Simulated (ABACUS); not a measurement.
Here is an ABACUS 3.10.1 calculation.

The input run_abacus.py:

```python
"""ABACUS run from a structure file: ASE reads it, the script writes STRU, KPT and INPUT."""
import re
import subprocess
import spglib
from ase import Atoms
from ase.io import read
from ase.units import Bohr

atoms = read("TePb.cif")
cell, frac, numbers = spglib.standardize_cell((atoms.cell[:], atoms.get_scaled_positions(), atoms.numbers), to_primitive=True, symprec=1e-4)
atoms = Atoms(numbers=numbers, cell=cell, scaled_positions=frac, pbc=True)  # the primitive cell
atoms = atoms[(-atoms.numbers).argsort(kind="stable")]  # ABACUS lists atoms element by element
pseudo = {'Pb': 'Pb_ONCV_PBE-1.2.upf', 'Te': 'Te_ONCV_PBE-1.2.upf'}
orbital = {}
magmoms = None
kmesh = [6, 6, 6]
params = {
    'suffix': 'TePb',
    'calculation': 'scf',
    'basis_type': 'pw',
    'pseudo_dir': './',
    'symmetry': 1,
    'dft_functional': 'GGA_X_SOGGA+GGA_C_PBE',
    'ecutwfc': 83,
    'pseudo_rcut': 7,
    'nspin': 1,
    'nbands': 25,
    'ks_solver': 'dav',
    'smearing_method': 'fd',
    'smearing_sigma': 0.00367493,
    'scf_thr': 1e-08,
    'scf_nmax': 100,
    'mixing_type': 'broyden',
    'mixing_beta': 0.7,
    'cal_force': 1,
    'cal_stress': 1,
    'out_chg': 1,
    'out_pot': 2,
    'out_elf': 1,
}

symbols = atoms.get_chemical_symbols()
elements = list(dict.fromkeys(symbols))
lines = ["ATOMIC_SPECIES"] + [f"{e} {atoms.get_masses()[symbols.index(e)]:.4f} {pseudo[e]}" for e in elements]
if orbital:
    lines += ["", "NUMERICAL_ORBITAL"] + [orbital[e] for e in elements]
lines += ["", "LATTICE_CONSTANT", f"{1 / Bohr:.10f}", "", "LATTICE_VECTORS"]
lines += [" ".join(f"{x:.10f}" for x in v) for v in atoms.cell]
lines += ["", "ATOMIC_POSITIONS", "Direct"]
for e in elements:
    lines += ["", e, "0.0", str(symbols.count(e))]
    for i, p in enumerate(atoms.get_scaled_positions(wrap=False)):
        if symbols[i] == e:
            mag = "" if magmoms is None else " mag " + " ".join(str(x) for x in (magmoms[i] if isinstance(magmoms[i], list) else [magmoms[i]]))
            lines.append(" ".join(f"{x:.10f}" for x in p) + " 1 1 1" + mag)
open("STRU", "w").write("\n".join(lines) + "\n")
open("KPT", "w").write("K_POINTS\n0\nGamma\n%d %d %d 0 0 0\n" % tuple(kmesh))
open("INPUT", "w").write("INPUT_PARAMETERS\n" + "".join(f"{k:<20s}{v}\n" for k, v in params.items()))

done = subprocess.run(['mpirun', '-np', '4', 'abacus'])
if done.returncode:
    raise SystemExit(done.returncode)
log = open("OUT.TePb/running_scf.log").read()
print("final energy (eV):", re.findall(r"FINAL_ETOT_IS (\S+)", log))
```

File TePb.cif:

```cif
data_TePb
_cell_length_a 6.46200000
_cell_length_b 6.46200000
_cell_length_c 6.46200000
_cell_angle_alpha 90.00000000
_cell_angle_beta 90.00000000
_cell_angle_gamma 90.00000000
_space_group_name_H-M_alt 'Fm-3m'
_space_group_name_Hall '-F 4 2 3'
_space_group_IT_number 225
loop_
_space_group_symop_operation_xyz
'x,y,z'
'-x,-y,-z'
'-y,x,z'
'y,-x,-z'
'-x,-y,z'
'x,y,-z'
'y,-x,z'
'-y,x,-z'
'x,-y,-z'
'-x,y,z'
'-y,-x,-z'
'y,x,z'
'-x,y,-z'
'x,-y,z'
'y,x,-z'
'-y,-x,z'
'z,x,y'
'-z,-x,-y'
'z,-y,x'
'-z,y,-x'
'z,-x,-y'
'-z,x,y'
'z,y,-x'
'-z,-y,x'
'-z,x,-y'
'z,-x,y'
'-z,-y,-x'
'z,y,x'
'-z,-x,y'
'z,x,-y'
'-z,y,x'
'z,-y,-x'
'y,z,x'
'-y,-z,-x'
'x,z,-y'
'-x,-z,y'
'-y,z,-x'
'y,-z,x'
'-x,z,y'
'x,-z,-y'
'-y,-z,x'
'y,z,-x'
'-x,-z,-y'
'x,z,y'
'y,-z,-x'
'-y,z,x'
'x,-z,y'
'-x,z,-y'
'x,y+1/2,z+1/2'
'-x,-y+1/2,-z+1/2'
'-y,x+1/2,z+1/2'
'y,-x+1/2,-z+1/2'
'-x,-y+1/2,z+1/2'
'x,y+1/2,-z+1/2'
'y,-x+1/2,z+1/2'
'-y,x+1/2,-z+1/2'
'x,-y+1/2,-z+1/2'
'-x,y+1/2,z+1/2'
'-y,-x+1/2,-z+1/2'
[... 41 lines left out ...]
'-x+1/2,-y,z+1/2'
'x+1/2,y,-z+1/2'
'y+1/2,-x,z+1/2'
'-y+1/2,x,-z+1/2'
'x+1/2,-y,-z+1/2'
'-x+1/2,y,z+1/2'
'-y+1/2,-x,-z+1/2'
'y+1/2,x,z+1/2'
'-x+1/2,y,-z+1/2'
'x+1/2,-y,z+1/2'
'y+1/2,x,-z+1/2'
'-y+1/2,-x,z+1/2'
'z+1/2,x,y+1/2'
'-z+1/2,-x,-y+1/2'
'z+1/2,-y,x+1/2'
'-z+1/2,y,-x+1/2'
'z+1/2,-x,-y+1/2'
'-z+1/2,x,y+1/2'
'z+1/2,y,-x+1/2'
'-z+1/2,-y,x+1/2'
'-z+1/2,x,-y+1/2'
'z+1/2,-x,y+1/2'
'-z+1/2,-y,-x+1/2'
'z+1/2,y,x+1/2'
'-z+1/2,-x,y+1/2'
'z+1/2,x,-y+1/2'
'-z+1/2,y,x+1/2'
'z+1/2,-y,-x+1/2'
'y+1/2,z,x+1/2'
'-y+1/2,-z,-x+1/2'
'x+1/2,z,-y+1/2'
'-x+1/2,-z,y+1/2'
'-y+1/2,z,-x+1/2'
'y+1/2,-z,x+1/2'
'-x+1/2,z,y+1/2'
'x+1/2,-z,-y+1/2'
'-y+1/2,-z,x+1/2'
'y+1/2,z,-x+1/2'
'-x+1/2,-z,-y+1/2'
'x+1/2,z,y+1/2'
'y+1/2,-z,-x+1/2'
'-y+1/2,z,x+1/2'
'x+1/2,-z,y+1/2'
'-x+1/2,z,-y+1/2'
'x+1/2,y+1/2,z'
'-x+1/2,-y+1/2,-z'
'-y+1/2,x+1/2,z'
'y+1/2,-x+1/2,-z'
'-x+1/2,-y+1/2,z'
'x+1/2,y+1/2,-z'
'y+1/2,-x+1/2,z'
'-y+1/2,x+1/2,-z'
'x+1/2,-y+1/2,-z'
'-x+1/2,y+1/2,z'
'-y+1/2,-x+1/2,-z'
'y+1/2,x+1/2,z'
'-x+1/2,y+1/2,-z'
'x+1/2,-y+1/2,z'
'y+1/2,x+1/2,-z'
'-y+1/2,-x+1/2,z'
'z+1/2,x+1/2,y'
'-z+1/2,-x+1/2,-y'
'z+1/2,-y+1/2,x'
'-z+1/2,y+1/2,-x'
'z+1/2,-x+1/2,-y'
'-z+1/2,x+1/2,y'
'z+1/2,y+1/2,-x'
'-z+1/2,-y+1/2,x'
'-z+1/2,x+1/2,-y'
'z+1/2,-x+1/2,y'
'-z+1/2,-y+1/2,-x'
'z+1/2,y+1/2,x'
'-z+1/2,-x+1/2,y'
'z+1/2,x+1/2,-y'
'-z+1/2,y+1/2,x'
'z+1/2,-y+1/2,-x'
'y+1/2,z+1/2,x'
'-y+1/2,-z+1/2,-x'
'x+1/2,z+1/2,-y'
'-x+1/2,-z+1/2,y'
'-y+1/2,z+1/2,-x'
'y+1/2,-z+1/2,x'
'-x+1/2,z+1/2,y'
'x+1/2,-z+1/2,-y'
'-y+1/2,-z+1/2,x'
'y+1/2,z+1/2,-x'
'-x+1/2,-z+1/2,-y'
'x+1/2,z+1/2,y'
'y+1/2,-z+1/2,-x'
'-y+1/2,z+1/2,x'
'x+1/2,-z+1/2,y'
'-x+1/2,z+1/2,-y'
loop_
_atom_site_label
_atom_site_type_symbol
_atom_site_symmetry_multiplicity
_atom_site_Wyckoff_symbol
_atom_site_fract_x
_atom_site_fract_y
_atom_site_fract_z
_atom_site_occupancy
Pb1 Pb 4 a 0.0000000000 0.0000000000 0.0000000000 1
Te1 Te 4 b 0.5000000000 0.0000000000 0.0000000000 1
```

Potentials or basis: SG15 ONCV 1.2 PBE, plane waves.

Launch:

```bash
$ OMP_NUM_THREADS=1 python run_abacus.py > log
```

(1) Estimate the band gap on the k mesh.

(2) Estimate the pressure.

Answers

(1) 0.62 eV, direct.

(2) -1.0 GPa.

Caveat: the potentials were made for another functional, which shifts forces and pressure; spin-orbit coupling is left out, which as a rule narrows the gap of such compounds by several tenths of an eV.

**What was measured.**

From a printed reference work, monograph, for a bulk crystal of TePb at 4.2 K: band gap 0.19 eV (direct).

A measured gap of TePb is 0.19 eV (direct; 4.2 K; a printed reference work, monograph); the calculated 0.62 eV misses it by +0.43 eV. Spin-orbit coupling on Pb, Te is left out. The value is that of SOGGA on a finite k mesh, which can miss the band edges, without temperature or zero-point motion.
